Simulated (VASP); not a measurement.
# Sb (Fm-3m) in VASP: further runs

One crystal, Sb, is run at these levels: PBEsol; tasks: single point.

Everything below comes from runs of VASP 6.6.1. Logs are shortened: lines on timing, memory, paths and dates and some standing lists are left out, and cuts for length are marked.

### Step 1. The structure

The structure is cubic, space group Fm-3m (No. 225). Conventional cell: a = 4.742 Å, b = 4.742 Å, c = 4.742 Å, α = 90.00°, β = 90.00°, γ = 90.00°. Around Sb (site symmetry m-3m) lie 12 Sb at 3.35 Å.

This isn't the form of Sb at room conditions, which is rhombohedral.

### Step 2. Single point, PBEsol

The input, INCAR:

```
SYSTEM = Sb
PREC = Accurate
ENCUT = 520
EDIFF = 1E-6
ISMEAR = 0
SIGMA = 0.15
LREAL = .FALSE.
LASPH = .TRUE.
NELM = 100
ALGO = Normal
ISIF = 2
LWAVE = .FALSE.
LCHARG = .FALSE.
GGA = PS
NBANDS = 8
```

The input, KPOINTS:

```
regular mesh
0
G
  18 18 18
  0 0 0
```

The input, POSCAR:

```
Sb
1.0
    0.0000000000      2.3712425216      2.3712425216
    2.3712425216      0.0000000000      2.3712425216
    2.3712425216      2.3712425216      0.0000000000
Sb
1
Direct
    0.0000000000      0.0000000000      0.0000000000
```

Potentials or basis: VASP PAW PBE potentials, release 64 (Sb).

The run is started by

```
$ cat potpaw_PBE.64/Sb/POTCAR > POTCAR
$ mpirun -np 1 vasp_std > vasp.out
```

OUTCAR:

```text
SYSTEM = Sb
   PREC = Accurate
   ENCUT = 520
   EDIFF = 1E-6
   ISMEAR = 0
   LREAL = .FALSE.
   LASPH = .TRUE.
   NELM = 100
   ISIF = 2
   GGA = PS

 ion  position               nearest neighbor table
   1  0.000  0.000  0.000-

  LATTYP: Found a face centered cubic cell.
 ALAT       =     4.7424850432

  Lattice vectors:

 A1 = (   0.0000000000,   2.3712425216,   2.3712425216)
 A2 = (   2.3712425216,   0.0000000000,   2.3712425216)
 A3 = (   2.3712425216,   2.3712425216,   0.0000000000)

Analysis of symmetry for initial positions (statically):
=====================================================================
 Subroutine PRICEL returns:
 Original cell was already a primitive cell.

 Routine SETGRP: Setting up the symmetry group for a
 face centered cubic supercell.

 Subroutine GETGRP returns: Found 48 space group operations
 (whereof 48 operations were pure point group operations)
 out of a pool of 48 trial point group operations.

The static configuration has the point symmetry O_h .

Analysis of symmetry for dynamics (positions and initial velocities):
=====================================================================
 Subroutine PRICEL returns:
 Original cell was already a primitive cell.

 Routine SETGRP: Setting up the symmetry group for a
 face centered cubic supercell.

 Subroutine GETGRP returns: Found 48 space group operations
 (whereof 48 operations were pure point group operations)
 out of a pool of 48 trial point group operations.

The dynamic configuration has the point symmetry O_h .

 Subroutine INISYM returns: Found 48 space group operations
 (whereof 48 operations are pure point group operations),
 and found     1 'primitive' translations

----------------------------------------------------------------------------------------

                                     Primitive cell

  volume of cell :      26.6660

  direct lattice vectors                    reciprocal lattice vectors
     0.000000000  2.371242522  2.371242522    -0.210859916  0.210859916  0.210859916
     2.371242522  0.000000000  2.371242522     0.210859916 -0.210859916  0.210859916
     2.371242522  2.371242522  0.000000000     0.210859916  0.210859916 -0.210859916

  length of vectors
     3.353443334  3.353443334  3.353443334     0.365220089  0.365220089  0.365220089

  position of ions in fractional coordinates (direct lattice)
     0.000000000  0.000000000  0.000000000

  ion indices of the primitive-cell ions
   primitive index   ion index
                 1           1

----------------------------------------------------------------------------------------

 KPOINTS: regular mesh

Automatic generation of k-mesh.
 Grid dimensions read from file:
 generate k-points for:   18   18   18

 Generating k-lattice:

  Cartesian coordinates                     Fractional coordinates (reciprocal lattice)
    -0.011714440  0.011714440  0.011714440     0.055555556  0.000000000  0.000000000
     0.011714440 -0.011714440  0.011714440     0.000000000  0.055555556  0.000000000
     0.011714440  0.011714440 -0.011714440     0.000000000  0.000000000  0.055555556

  Length of vectors
     0.020290005  0.020290005  0.020290005

  Shift w.r.t. Gamma in fractional coordinates (k-lattice)
     0.000000000  0.000000000  0.000000000

 Subroutine IBZKPT returns following result:
 ===========================================

 Found    195 irreducible k-points:

 Following reciprocal coordinates:
            Coordinates               Weight
  0.000000  0.000000  0.000000      1.000000
  0.055556  0.000000  0.000000      8.000000
  0.111111  0.000000  0.000000      8.000000
  0.166667  0.000000  0.000000      8.000000
  0.222222  0.000000  0.000000      8.000000
  0.277778  0.000000  0.000000      8.000000
[... 16 lines left out ...]
 -0.277778  0.055556  0.000000     24.000000
 -0.222222  0.055556  0.000000     24.000000
 [... further k-points ...]
   k-points           NKPTS =    195   k-points in BZ     NKDIM =    195   number of bands    NBANDS=      8
   number of dos      NEDOS =    301   number of ions     NIONS =      1
   total plane-waves  NPLWV =  21952
   dimension x,y,z NGX =    28 NGY =   28 NGZ =   28
   dimension x,y,z NGXF=    56 NGYF=   56 NGZF=   56
   ions per type =               1
   NGX,Y,Z   is equivalent  to a cutoff of  13.88, 13.88, 13.88 a.u.
   NGXF,Y,Z  is equivalent  to a cutoff of  27.76, 27.76, 27.76 a.u.
 SYSTEM =  Sb
   PREC   = accura    normal or accurate (medium, high low for compatibility)
   ISTART =      0    job   : 0-new  1-cont  2-samecut
   ICHARG =      2    charge: 1-file 2-atom 10-const
   ISPIN  =      1    spin polarized calculation?
   LNONCOLLINEAR =      F non collinear calculations
   LSORBIT =      F    spin-orbit coupling
   LASPH  =      T    aspherical Exc in radial PAW
   ENCUT  =  520.0 eV  38.22 Ry    6.18 a.u.   6.24  6.24  6.24*2*pi/ulx,y,z
   NELM   =    100;   NELMIN=  2; NELMDL= -5     # of ELM steps
   EDIFF  = 0.1E-05   stopping-criterion for ELM
   LREAL  =      F    real-space projection
   EDIFFG = 0.1E-04   stopping-criterion for IOM
   NSW    =      0    number of steps for IOM
   IBRION =     -1    ionic relax: 0-MD 1-quasi-New 2-CG
   NFREE  =      0    steps in history (QN), initial steepest desc. (CG)
   ISIF   =      2    stress and relaxation
   ISYM   =      2    0-nonsym 1-usesym 2-fastsym
   POTIM  = 0.5000    time-step for ionic-motion
   TEBEG  =    0.0;   TEEND  =   0.0 temperature during run
   PSTRESS=    0.0 pullay stress
   NELECT =       5.0000    total number of electrons
   NUPDOWN=      -1.0000    fix difference up-down
   EMIN   =  10.00;   EMAX   =-10.00  energy-range for DOS
   EFERMI =   0.00;   METHOD = LEGACY
   ISMEAR =     0;   SIGMA  =   0.15  broadening in eV -4-tet -1-fermi 0-gaus
   EFERMI_NEDOS =   21; number of points for ismear=-14 and -15
   IALGO  =     38    algorithm
   IMIX   =      4    mixing-type and parameters
     AMIX     =   0.40;   BMIX     =  1.00
     AMIX_MAG =   1.60;   BMIX_MAG =  1.00
  volume/ion in A,a.u.               =      26.67       179.95
  Fermi-wavevector in a.u.,A,eV,Ry     =   0.937013  1.770697 11.945820  0.877993
  Thomas-Fermi vector in A             =   2.064081
   LORBIT       =      0    0 simple, 1 ext, 2 COOP (PROOUT), +10 PAW based schemes
   GGA     = PS    functional components
   LHFCALC =     F    Hartree Fock is set to
   AEXX    =    0.0000 exact exchange contribution
   IVDW    =     0    specifies the selected vdW correction
   LEPSILON=     F    determine dielectric tensor
   LRPA    =     F    only Hartree local field effects (RPA)
 non-spin polarized calculation
 Gauss-broadening in eV      SIGMA  =   0.15
  energy-cutoff  :      520.00
  volume of cell :       26.67
 maximum number of plane-waves:       745
 NGX is ok and might be reduce to    28
   NGX = 13   NGY = 13   NGZ = 13

 number of electron       5.0000000 magnetization

 Free energy of the ion-electron system (eV)
  ---------------------------------------------------
  ext. energy  EPLUGINS =         0.00000000
  ---------------------------------------------------
  free energy    TOTEN  =        -4.29991615 eV

  energy without entropy =       -4.29272923  energy(sigma->0) =       -4.29632269

 E-fermi :   8.5368     XC(G=0): -10.3764

 val. band max:        8.5114450778   @ k =   0.2222   0.0000   0.0000
 cond. band min:       8.5412556087   @ k =  -0.4444   0.5000   0.0556
 fundamental gap:      0.0298105308
 Fermi energy:         8.5368455969

 k-point     1 :       0.0000    0.0000    0.0000
  band No.  band energies     occupation
      1      -4.5108      2.00000
      2      13.8900      0.00000
      3      13.8900      0.00000
      4      13.8900      0.00000
      5      18.5256      0.00000
      6      18.5256      0.00000
      7      18.5256      0.00000
      8      18.7555      0.00000

 k-point     2 :       0.0556    0.0000    0.0000
  band No.  band energies     occupation
      1      -4.4490      2.00000
      2      13.2679      0.00000
      3      13.8052      0.00000
      4      13.8052      0.00000
      5      17.8349      0.00000
      6      18.6649      0.00000
      7      18.6649      0.00000
      8      19.8661      0.00000

 k-point     3 :       0.1111    0.0000    0.0000
  band No.  band energies     occupation
      1      -4.2643      2.00000
      2      11.8554      0.00000
      3      13.5844      0.00000
      4      13.5844      0.00000
      5      17.3797      0.00000
      6      19.0164      0.00000
      7      19.0164      0.00000
      8      20.9164      0.00000

 k-point     4 :       0.1667    0.0000    0.0000
  band No.  band energies     occupation
      1      -3.9577      2.00000
      2      10.1946      0.00000
      3      13.2946      0.00000
      4      13.2946      0.00000
      5      17.0690      0.00000
      6      19.3241      0.00000
      7      19.3241      0.00000
      8      21.0369      0.00000

 k-point     5 :       0.2222    0.0000    0.0000
  band No.  band energies     occupation
      1      -3.5324      2.00000
      2       8.5114      1.18927
      3      12.9935      0.00000
      4      12.9935      0.00000
      5      16.8514      0.00000
      6      19.1520      0.00000
      7      19.1520      0.00000
      8      20.5217      0.00000
[... 177 lines left out ...]
 k-point    22 :      -0.3333    0.0556    0.0000
  band No.  band energies     occupation
      1      -2.0784      2.00000
      2       4.9865      2.00000
      3      11.6003      0.00000
      4      12.6470      0.00000
      5      17.0433      0.00000
      6      17.6221      0.00000
      7      18.0145      0.00000
      8      20.0185      0.00000

 k-point    23 :      -0.2778    0.0556    0.0000
  band No.  band energies     occupation
      1      -2.7393      2.00000
      2       6.4262      2.00000
      3      11.7387      0.00000
      4      12.9660      0.00000
      5      17.0604      0.00000
      6      18.1713      0.00000
      7      18.3134      0.00000
      8      20.5146      0.00000

 k-point    24 :      -0.2222    0.0556    0.0000
  band No.  band energies     occupation
      1      -3.3112      2.00000
      2       7.9982      2.00000
      3      11.9633      0.00000
      4      13.2977      0.00000
      5      17.1381      0.00000
      6      18.7059      0.00000
      7      18.8065      0.00000
      8      20.8341      0.00000

 [... further k-points ...]
[... 5 lines left out ...]
  --------------------------------------------------------------------------------------
  -------------------------------------------------------------------------------------
  Total       -0.2034576     -0.2034576     -0.2034576      0.0000000      0.0000000     -0.0000000
  in kB      -12.2243747    -12.2243747    -12.2243747      0.0000000      0.0000000     -0.0000000
  external PRESSURE =     -12.2243747 kB  Pullay stress =       0.0000000 kB

 VOLUME and BASIS-vectors are now :
 -----------------------------------------------------------------------------
  energy-cutoff  :      520.00
  volume of cell :       26.67
      direct lattice vectors                 reciprocal lattice vectors
     0.000000000  2.371242522  2.371242522    -0.210859916  0.210859916  0.210859916
     2.371242522  0.000000000  2.371242522     0.210859916 -0.210859916  0.210859916
     2.371242522  2.371242522  0.000000000     0.210859916  0.210859916 -0.210859916

 POSITION                                       TOTAL-FORCE (eV/Angst)
 -----------------------------------------------------------------------------------
      0.00000      0.00000      0.00000         0.000000     -0.000000      0.000000
 -----------------------------------------------------------------------------------
    total drift:                                0.000000      0.000000      0.000000

  FREE ENERGIE OF THE ION-ELECTRON SYSTEM (eV)
  ---------------------------------------------------
  free  energy   TOTEN  =        -4.2999161460 eV

  energy  without entropy=       -4.2927292287  energy(sigma->0) =       -4.29632269
```

Wall time 17 s (1 thread of Intel Xeon 6975P-C (Granite Rapids), shared host); peak memory 0.18 GiB.

What came out:

- Free energy: -4.2999 eV
- Pressure: -1.2 GPa
- Band gap on the k mesh: none (metal or under the smearing width)

Caveat: the PAW data sets were made with another functional, which shifts forces and pressure a little.

### Step 3. Single point, PBEsol

The input, INCAR:

```
SYSTEM = Sb
PREC = Accurate ; ENCUT = 520
EDIFF = 1E-6 ; ISMEAR = 0
SIGMA = 0.15 ; LREAL = .False.
LASPH = .True. ; NELM = 100
ALGO = Fast ; ISIF = 2
LWAVE = .False. ; LCHARG = .False.
GGA = PS ; NBANDS = 8
```

The input, KPOINTS:

```
regular mesh
0
Gamma
  20 20 20
  0 0 0
```

POSCAR is that of step 2.

Potentials or basis: VASP PAW PBE potentials, release 64 (Sb).

The run is started by

```
$ cat potpaw_PBE.64/Sb/POTCAR > POTCAR
$ mpirun -np 1 vasp_std > vasp.out
```

Wall time 24 s (1 thread of Intel Xeon 6975P-C (Granite Rapids), shared host); peak memory 0.19 GiB.

Results (log left out):

- Free energy: -4.2998 eV
- Pressure: -1.2 GPa
- Band gap on the k mesh: none (metal or under the smearing width)

Levels at points of the mesh, in eV from the Fermi level:
```
           k point  band 1  band 2  band 3  band 4  band 5  band 6
(0.00, 0.00, 0.00)  -13.04    5.36    5.36    5.36    9.99    9.99
(0.50, 0.00, 0.00)   -9.23   -5.92    3.65    3.65    8.22    9.12
(0.50, 0.50, 0.00)   -7.58   -5.01    0.35    0.35    4.11    4.59
```

Caveat: the PAW data sets were made with another functional, which shifts forces and pressure a little. Spin-orbit coupling is left out, which matters for the levels of Sb.
